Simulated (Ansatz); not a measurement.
## Structures of Ta2C: which is lowest?

Plane-wave DFT in Ansatz with scalar-relativistic PAW potentials, cutoff 500 eV, Γ-centred meshes chosen by cell and gap, Gaussian smearing with energies taken to zero width. Every cell was relaxed (cell and atoms) in a run of its own, within the symmetry of its start. Functional: r2SCAN.

Relaxed structures (starts from databases or built by putting these elements on another compound's sites):
A. R-3m, 3 atoms in the computed cell, a = 3.106 Å, c = 14.989 Å; sites (symmetry × multiplicity) Ta 3m × 6, C -3m × 3; start: built
B. P-3m1, 3 atoms in the computed cell, a = 3.110 Å, c = 4.943 Å; sites (symmetry × multiplicity) Ta 3m. × 2, C -3m. × 1; start: database
C. I4/mcm, 6 atoms in the computed cell, a = 5.525 Å, c = 5.080 Å; sites (symmetry × multiplicity) Ta m.2m × 8, C 422 × 4; start: built

Task: Rank them by energy. Could pressure change the order?

Result:
| structure | group | E − E(lowest) (meV/atom) | V (Å³/atom) | gap on mesh (eV) |
| --- | --- | --- | --- | --- |
| B | P-3m1 | 0.0 | 13.80 | 0.00 |
| A | R-3m | 170 | 13.91 | 0.00 |
| C | I4/mcm | 536 | 12.92 | 0.00 |

B is lowest, 170 meV/atom under A. C is denser by 0.88 Å³/atom, so pressure favours it: ΔE/ΔV, with ΔE in eV and 1 eV/Å³ = 160.2 GPa, gives about 98 GPa for equal enthalpy if both cells were rigid; at such pressures compression changes ΔV much, so this is a scale only. Other structures may lie lower than all of these, and vibrations aren't counted.

Spin-orbit coupling is left out, which matters for the bands of heavy elements.